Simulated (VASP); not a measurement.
Set up this calculation in VASP 6.6.1, as the native input.

```
Task                   : relaxation of cell and atoms
Functional             : r2SCAN
Potentials or basis    : VASP PAW PBE potentials, release 64 (Ga_d, O)
Cutoff                 : 600 eV
k mesh                 : 4 × 4 × 4
Occupations            : fermi-dirac, width 0.05 eV
Spin                   : no spin polarisation
Further INCAR settings : ALGO = Normal; EDIFF = 1e-07; IBRION = 2; EDIFFG = -0.02; NSW = 40; ISIF = 3
```

The structure of Ga2O3 lies in POSCAR:

```
Ga2O3
1.0
    2.8769363900      0.0000000000      4.4776666700
   -1.4384682000      2.4915000000      4.4776666700
   -1.4384682000     -2.4915000000      4.4776666700
Ga O
4 6
Direct
    0.3554000000      0.3554000000      0.3554000000
    0.1446000000      0.1446000000      0.1446000000
    0.6446000000      0.6446000000      0.6446000000
    0.8554000000      0.8554000000      0.8554000000
    0.5549000000     -0.0549000000      0.2500000000
   -0.0549000000      0.2500000000      0.5549000000
    0.2500000000      0.5549000000     -0.0549000000
    0.4451000000      1.0549000000      0.7500000000
    1.0549000000      0.7500000000      0.4451000000
    0.7500000000      0.4451000000      1.0549000000
```

The cell was built by a generator and needn't be a form met in nature.

The input as run:

INCAR

```
PREC = Accurate ; ENCUT = 600
EDIFF = 1E-7 ; ISMEAR = -1
SIGMA = 0.05 ; LREAL = F
LASPH = T ; NELM = 80
ALGO = Normal ; ISIF = 3
LWAVE = F ; LCHARG = F
METAGGA = R2SCAN ; LMIXTAU = T
IBRION = 2 ; NSW = 40
EDIFFG = -0.02
```

KPOINTS

```
regular mesh
0
Gamma
  4 4 4
```

Potentials or basis: VASP PAW PBE potentials, release 64 (Ga_d, O).

The run is started by

```bash
$ cat potpaw_PBE.64/Ga_d/POTCAR potpaw_PBE.64/O/POTCAR > POTCAR
$ mpirun -np 1 vasp_std > vasp.out
```

It gave:

```
Relaxed volume                         : 9.70 Å³/atom
Relaxed cell                           : a = 5.335 Å, b = 5.335 Å, c = 5.335 Å, α = 55.85°, β = 55.85°, γ = 55.85°
Space group after relaxing (to 0.05 Å) : R-3c (No. 167)
Energy gained by relaxing              : 0.8 meV/atom
Ionic steps                            : 5
Pressure after relaxing                : 0.0 GPa
Largest force after relaxing           : 0.012 eV/Å
Band gap on the k mesh                 : 3.52 eV, indirect (least direct gap 3.73 eV)
```

Caveat: the PAW data sets were made with another functional, which shifts forces and pressure a little.

Run time: 46 min on 1 thread of Intel(R) Xeon(R) Platinum 8259CL CPU @ 2.50GHz (Skylake/Cascade Lake) (shared host), peak memory 0.4 GiB.
